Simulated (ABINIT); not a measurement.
Set up this calculation in ABINIT 10.8.3 (patched build), as the native input.

```
Task                : band structure
Functional          : PBEsol
Potentials or basis : JTH PAW PBE v2.0
Cutoff              : 408 eV
k mesh              : 9 × 9 × 9
Occupations         : fermi-dirac, width 0.05 eV
Spin                : spin-orbit coupling, no magnetisation
Fine-grid cutoff    : 816.342 eV
```

The system is As.

```
As
1.0
     1.88080    1.08588    3.51406
    -1.88080    1.08588    3.51406
     0.00000   -2.17176    3.51406
As
2
Direct
  0.22600 0.22600 0.22600
  0.77400 0.77400 0.77400
```

The input as run:

run.abi

```
# Datasets: ground state, then fixed potential
ndtset 2

# Pseudopotentials
pp_dirpath "./"
pseudos "As.GGA_PBE-JTH.xml"

# Structure
acell 4.131 4.131 4.131 Angstrom
rprim
     0.4552885255     0.2628609527     0.8506564983
    -0.4552885255     0.2628609527     0.8506564983
     0.0000000000    -0.5257219055     0.8506564983
ntypat 1
znucl 33
natom 2
typat 1 1
xred
     0.2260000000     0.2260000000     0.2260000000
     0.7740000000     0.7740000000     0.7740000000

# Plane-wave basis
ecut 15.0
pawecutdg 30.0
pawxcdev 0

# Exchange and correlation
ixc -116133

# Bands and occupations
occopt 3
tsmear 0.05 eV

# Spin
nspinor 2
nspden 1
pawspnorb 1

# SCF cycle
nstep 100

# Output
iomode 3
prtwf 0
prteig 0
prtebands 0
enunit 1
prtden1 1
prtvha1 1
prtvclmb1 1
prtpot1 1

# Dataset 1
kptopt1 4
ngkpt1 9 9 9
nshiftk1 1
shiftk1 0.0 0.0 0.0
nband1 38
tolvrs1 1.0e-9

# Dataset 2: bands along G-L-B1
iscf2 -2
getden2 1
nband2 50
nbdbuf2 8
tolwfr2 1.0e-11
kptopt2 -2
ndivsm2 5
prteig2 1
kptbounds2
     0.0000000000     0.0000000000     0.0000000000
     0.5000000000     0.0000000000     0.0000000000
     0.5000000000     0.2303245873    -0.2303245873
```

Potentials or basis: JTH PAW PBE v2.0.

Command:

```bash
$ abinit run.abi > log 2>&1
```

Results of the run:

```
Pressure                                              : 0.4 GPa
Largest force                                         : 0.389 eV/Å
Band gap on the k mesh                                : none (metal or under the smearing width)
Valence electrons inside the program's atomic spheres : As 12.58 (radii [1.1133] Å)
```

Caveat: the PAW data sets were made with another functional, which shifts forces and pressure a little.

Run time: 4.2 min on 1 thread of Intel(R) Xeon(R) 6975P-C (Granite Rapids), with other jobs on the host, peak memory 0.24 GiB.
